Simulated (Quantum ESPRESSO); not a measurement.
## Ir in Quantum ESPRESSO: the effect of target pressure

Crystal: Ir.

```
Ir
1.0
     0.00000    1.91560    1.91560
     1.91560    0.00000    1.91560
     1.91560    1.91560    0.00000
Ir
1
Direct
  0.00000 0.00000 0.00000
```

Alike in all runs:

* Program: Quantum ESPRESSO 7.5
* Task: phonons
* Functional: LDA
* Potentials or basis: PseudoDojo 0.4.1 SR LDA standard
* Cutoff: 762 eV
* Density cutoff: 3048 eV
* k mesh: 12 × 12 × 12
* Occupations: cold, width 0.2 eV
* Spin: no spin polarisation

Each run relaxes the cell or the atoms first.

Question: One run gave: relaxed volume 13.69 Å³/atom; highest phonon frequency 214 cm⁻¹. Which target pressure did it use?
A. 2 GPa
B. 15 GPa
C. 10 GPa
D. 0 GPa
E. 5 GPa

Answer: A.

```tsv
target pressure	relaxed volume (Å³/atom)	highest phonon frequency (cm⁻¹)
0 GPa	13.76	211
2 GPa	13.69	214
5 GPa	13.60	218
10 GPa	13.45	224
15 GPa	13.31	231
```

Caveats: the cell is more than 3 GPa from zero pressure, which shifts response properties (some runs).
